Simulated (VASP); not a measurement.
# ZrSi2 (Cmcm) in VASP: further runs, part 2 of 2

VASP 6.6.1.

## 4. Relaxation of cell and atoms, LDA

Contents of INCAR:

```
ALGO = Normal
EDIFF = 1E-6
EDIFFG = -0.01
ENCUT = 600
IBRION = 2
ISIF = 3
ISMEAR = 1
KPAR = 2
LASPH = T
LCHARG = F
LREAL = F
LWAVE = F
NELM = 80
NSW = 90
PREC = Accurate
SIGMA = 0.1
```

Contents of KPOINTS:

```
k-points
0
Gamma
  10 10 10
```

Contents of POSCAR:

```
ZrSi2
1.0
    1.8530000000     -7.3675000000      0.0000000000
    1.8530000000      7.3675000000      0.0000000000
    0.0000000000      0.0000000000      3.6720000000
Zr Si
2 4
Direct
    0.8946000000      0.1054000000      0.2500000000
    0.1054000000      0.8946000000      0.7500000000
    0.5522000000      0.4478000000      0.2500000000
    0.4478000000      0.5522000000      0.7500000000
    0.2496000000      0.7504000000      0.2500000000
    0.7504000000      0.2496000000      0.7500000000
```

Potentials or basis: VASP PAW LDA potentials, release 64 (Zr_sv, Si).

Command:

```
$ cat potpaw_LDA.64/Zr_sv/POTCAR potpaw_LDA.64/Si/POTCAR > POTCAR
$ mpirun -np 2 vasp_std > vasp.out
```

OUTCAR:

```text
EDIFF = 1E-6
   EDIFFG = -0.01
   ENCUT = 600
   IBRION = 2
   ISIF = 3
   ISMEAR = 1
   LASPH = T
   LREAL = F
   NELM = 80
   NSW = 90
   PREC = Accurate

 ion  position               nearest neighbor table
   1  0.895  0.105  0.250-   4 2.72   4 2.72   4 2.72   4 2.72   6 2.81   6 2.81   5 2.83   5 2.83
                             3 2.97   3 2.97   2 3.61   2 3.61
   2  0.105  0.895  0.750-   3 2.72   3 2.72   3 2.72   3 2.72   5 2.81   5 2.81   6 2.83   6 2.83
                             4 2.97   4 2.97   1 3.61   1 3.61
   3  0.552  0.448  0.250-   4 2.40   4 2.40   2 2.72   2 2.72   2 2.72   2 2.72   1 2.97   1 2.97

   4  0.448  0.552  0.750-   3 2.40   3 2.40   1 2.72   1 2.72   1 2.72   1 2.72   2 2.97   2 2.97

   5  0.250  0.750  0.250-   6 2.61   6 2.61   6 2.61   6 2.61   2 2.81   2 2.81   1 2.83   1 2.83

   6  0.750  0.250  0.750-   5 2.61   5 2.61   5 2.61   5 2.61   1 2.81   1 2.81   2 2.83   2 2.83

  LATTYP: Found a base centered orthorhombic cell.
 ALAT       =     3.7060000000
 B/A-ratio  =     3.9759848894
 C/A-ratio  =     0.9908256881

  Lattice vectors:

 A1 = (   1.8530000000,  -7.3675000000,   0.0000000000)
 A2 = (   1.8530000000,   7.3675000000,   0.0000000000)
 A3 = (   0.0000000000,   0.0000000000,   3.6720000000)

Analysis of symmetry for initial positions (statically):
=====================================================================
 Subroutine PRICEL returns:
 Original cell was already a primitive cell.

 Routine SETGRP: Setting up the symmetry group for a
 base centered orthorhombic supercell.

 Subroutine GETGRP returns: Found  8 space group operations
[... 182 lines left out ...]
 val. band max:        9.9321723638   @ k =   0.5000   0.4000   0.1000
 cond. band min:       9.9498568091   @ k =  -0.4000   0.2000   0.1000
 fundamental gap:      0.0176844453
 Fermi energy:         9.9395631758

 k-point     1 :       0.0000    0.0000    0.0000
  band No.  band energies     occupation
      1     -38.5624      2.00000
      2     -38.5495      2.00000
      3     -16.9527      2.00000
      4     -16.8091      2.00000
      5     -16.7863      2.00000
      6     -16.7831      2.00000
[... 752 lines left out ...]
  FREE ENERGIE OF THE ION-ELECTRON SYSTEM (eV)
  ---------------------------------------------------
  free  energy   TOTEN  =       -46.9862351597 eV

  energy  without entropy=      -46.9857307236  energy(sigma->0) =      -46.98606701

[... ionic steps 4 to 7 ...]

--------------------------------------- Ionic step        8  -------------------------------------------

 number of electron      39.9999999 magnetization

------------------------ aborting loop because EDIFF is reached ----------------------------------------
[... 75 lines left out ...]
--------------------------------------- Ionic step       10  -------------------------------------------

 number of electron      39.9999999 magnetization

 Free energy of the ion-electron system (eV)
  ---------------------------------------------------
  ext. energy  EPLUGINS =         0.00000000
  ---------------------------------------------------
  free energy    TOTEN  =       -46.99154895 eV

  energy without entropy =      -46.99119503  energy(sigma->0) =      -46.99143098

 E-fermi :  10.4377     XC(G=0): -11.5911

 val. band max:       10.4269983972   @ k =   0.1000   0.1000   0.0000
 cond. band min:      10.4443563447   @ k =   0.5000   0.4000   0.3000
 fundamental gap:      0.0173579475
 Fermi energy:        10.4376564341

 k-point     1 :       0.0000    0.0000    0.0000
  band No.  band energies     occupation
      1     -37.9090      2.00000
      2     -37.8922      2.00000
      3     -16.3517      2.00000
      4     -16.1766      2.00000
      5     -16.1482      2.00000
      6     -16.1449      2.00000
[... 672 lines left out ...]
  FREE ENERGIE OF THE ION-ELECTRON SYSTEM (eV)
  ---------------------------------------------------
  free  energy   TOTEN  =       -46.9915489483 eV

  energy  without entropy=      -46.9911950339  energy(sigma->0) =      -46.99143098

 reached required accuracy - stopping structural energy minimisation
```

OSZICAR:

```text
N       E                     dE             d eps       ncg     rms          rms(c)
DAV:   1     0.301404338354E+03    0.30140E+03   -0.21505E+04  8928   0.174E+03
DAV:   2    -0.219032816668E+02   -0.32331E+03   -0.31995E+03 10408   0.405E+02
DAV:   3    -0.472172011881E+02   -0.25314E+02   -0.25102E+02 15976   0.878E+01
[... 83 lines left out ...]
DAV:   3    -0.469915425103E+02    0.90975E-04   -0.35852E-04 14504   0.130E-01    0.319E-02
DAV:   4    -0.469915449799E+02   -0.24696E-05   -0.48293E-05 13960   0.319E-02    0.134E-02
DAV:   5    -0.469915474346E+02   -0.24547E-05   -0.11750E-05 15424   0.186E-02    0.984E-03
DAV:   6    -0.469915488455E+02   -0.14109E-05   -0.18204E-06  8392   0.849E-03    0.241E-03
DAV:   7    -0.469915489483E+02   -0.10285E-06   -0.67929E-07  5664   0.536E-03
  10 F= -.46991549E+02 E0= -.46991431E+02  d E =-.154308E-03
```

It took 19 min on 2 MPI ranks of Intel Xeon 6975P-C (Granite Rapids), shared host; peak memory 0.61 GiB.

What came out:

| Quantity | Value |
| --- | --- |
| Free energy | -46.9915 eV |
| Relaxed volume | 16.05 Å³/atom |
| Relaxed cell | a = 7.475 Å, b = 7.475 Å, c = 3.637 Å, α = 90.00°, β = 90.00°, γ = 151.72° |
| Space group after relaxing (to 0.05 Å) | Cmcm (No. 63) |
| Energy gained by relaxing | 11.6 meV/atom |
| Ionic steps | 10 |
| Pressure after relaxing | 0.0 GPa |
| Largest force after relaxing | 0.009 eV/Å |
| Band gap on the k mesh | none (metal or under the smearing width) |

Forces on the atoms (eV/Å):
```
Zr   0.000 -0.004  0.000
Zr   0.000  0.004  0.000
Si   0.000 -0.009  0.000
Si   0.000  0.009  0.000
Si   0.000 -0.007  0.000
Si   0.000  0.007  0.000
```

Stress tensor (GPa, compression positive):
```
-0.02  0.00  0.00
 0.00  0.07  0.00
 0.00  0.00 -0.01
```

Step by step:
| step | energy change (eV) | largest force (eV/Å) | pressure (GPa) | volume (Å³) |
| --- | --- | --- | --- | --- |
| 1 | 0.0000 | 0.1268 | -5.11 | 100.26 |
| 2 | 0.0058 | 0.2303 | 6.30 | 92.72 |
| 3 | -0.0642 | 0.1754 | 0.05 | 96.47 |
| 4 | -0.0642 | 0.1765 | 0.15 | 96.40 |
| 5 | -0.0680 | 0.0782 | 0.09 | 96.33 |
| 6 | -0.0683 | 0.0420 | 0.07 | 96.30 |
| 7 | -0.0692 | 0.0245 | -0.11 | 96.39 |
| 8 | -0.0694 | 0.0139 | -0.22 | 96.44 |
| 9 | -0.0694 | 0.0073 | 0.21 | 96.14 |
| 10 | -0.0695 | 0.0095 | 0.02 | 96.27 |

Final structure:
```yaml
crystal:
  lattice:
    - [1.82585, -7.24833, 0.00000]
    - [1.82585, 7.24833, 0.00000]
    - [0.00000, 0.00000, 3.63727]
  atoms:
    - { symbol: Zr, position: [0.89521, 0.10479, 0.25000] }
    - { symbol: Zr, position: [0.10479, 0.89521, 0.75000] }
    - { symbol: Si, position: [0.55362, 0.44638, 0.25000] }
    - { symbol: Si, position: [0.44638, 0.55362, 0.75000] }
    - { symbol: Si, position: [0.25015, 0.74985, 0.25000] }
    - { symbol: Si, position: [0.74985, 0.25015, 0.75000] }
```

LDA usually gives volumes a few per cent too small. Zero-point motion and thermal expansion aren't in these numbers.

## 5. Relaxation of cell and atoms, LDA

This run uses another cell than the first one, of 16.05 Å³/atom, 0.960 times its volume.

INCAR, as its differences from that of step 4:

```diff
@@ -1,4 +1,4 @@
 ALGO = Normal
-EDIFF = 1E-6
-EDIFFG = -0.01
+EDIFF = 1E-7
+EDIFFG = -0.005
 ENCUT = 600
```

KPOINTS is that of step 4.

Contents of POSCAR:

```
ZrSi2                                   
1.0
    1.8258504597     -7.2483312514      0.0000000000
    1.8258504597      7.2483312514     -0.0000000000
    0.0000000000     -0.0000000000      3.6372703521
  Zr              Si            
     2     4
Direct
     0.8952149005569559    0.1047850994430442    0.2500000000000000
     0.1047850994430442    0.8952149005569559    0.7500000000000000
     0.5536187411184875    0.4463812588815124    0.2500000000000000
     0.4463812588815124    0.5536187411184875    0.7500000000000000
     0.2501527610159847    0.7498472389840154    0.2500000000000000
     0.7498472389840154    0.2501527610159847    0.7500000000000000
```

Command:

```
$ cat potpaw_LDA.64/Zr_sv/POTCAR potpaw_LDA.64/Si/POTCAR > POTCAR
$ mpirun -np 2 vasp_std > vasp.out
```

It took 4.1 min on 2 MPI ranks of Intel Xeon 6975P-C (Granite Rapids), shared host; peak memory 0.59 GiB.

The run converged. Its results:

* Free energy: -46.9908 eV
* Energy gained by relaxing: 0.0 meV/atom
* Ionic steps: 2
* Pressure after relaxing: 0.0 GPa
* Largest force after relaxing: 0.004 eV/Å
* Band gap on the k mesh: none (metal or under the smearing width)

Forces on the atoms (eV/Å):
```
Zr   0.000  0.002  0.000
Zr   0.000 -0.002  0.000
Si   0.000 -0.002  0.000
Si   0.000  0.002  0.000
Si   0.000 -0.004  0.000
Si   0.000  0.004  0.000
```

Final structure:
```
CELL_PARAMETERS angstrom
1.82560 -7.25040 0.00000
1.82560 7.25040 0.00000
0.00000 0.00000 3.63691
ATOMIC_POSITIONS crystal
Zr 0.89523 0.10477 0.25000
Zr 0.10477 0.89523 0.75000
Si 0.55365 0.44635 0.25000
Si 0.44635 0.55365 0.75000
Si 0.25018 0.74982 0.25000
Si 0.74982 0.25018 0.75000
```

Levels at points of the mesh, in eV from the Fermi level:
```csv
k point,band 18,band 19,band 20,band 21,band 22,band 23
"(0.00, 0.00, 0.00)",-2.39,-2.33,0.04,1.10,1.40,1.46
"(0.50, 0.00, 0.00)",-1.59,-0.92,-0.51,-0.47,1.00,1.01
"(0.50, 0.50, 0.00)",-1.84,-1.49,0.44,1.01,1.17,1.49
"(0.00, 0.00, 0.50)",-1.99,-0.05,-0.05,0.21,0.21,1.62
"(0.50, 0.00, 0.50)",-3.21,-2.17,-2.17,2.27,2.27,3.22
"(0.50, 0.50, 0.50)",-2.27,-0.94,-0.94,0.11,0.11,2.35
```
